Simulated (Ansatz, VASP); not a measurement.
## One calculation of Si, two programs

```
CELL_PARAMETERS angstrom
0.00000 2.60256 2.69912
2.60256 0.00000 2.69912
2.60256 2.60256 0.00000
ATOMIC_POSITIONS crystal
Si 0.50000 0.50000 0.50000
Si 0.75000 0.75000 0.75000
```

Alike in both runs: task single point; functional LDA; k mesh 12 × 12 × 12; occupations gaussian, width 0.05 eV; no spin polarisation.

|  | VASP | Ansatz |
| --- | --- | --- |
| version | VASP 6.6.1 | Ansatz 0.2.0 |
| potentials or method | VASP PAW LDA potentials, release 64 (Si) | scalar-relativistic, plane waves, PAW |
| plane-wave cutoff (eV) | 520 | 420 |
| valence electrons in the cell | 8 | 8 |

|  | VASP | Ansatz | Ansatz less VASP |
| --- | --- | --- | --- |
| gap on the k mesh at the Fermi level (eV) | 0.10 | 0.10 | +0.003 |
| least direct gap on the mesh (eV) | 2.43 | 2.43 | +0.001 |
| pressure (GPa) | 8.5 | 8.4 | -0.08 |
| largest component of the traceless stress (GPa) | 2.47 | 2.47 | +0.002 |

Ansatz warned: «pseudo_functional_mismatch».
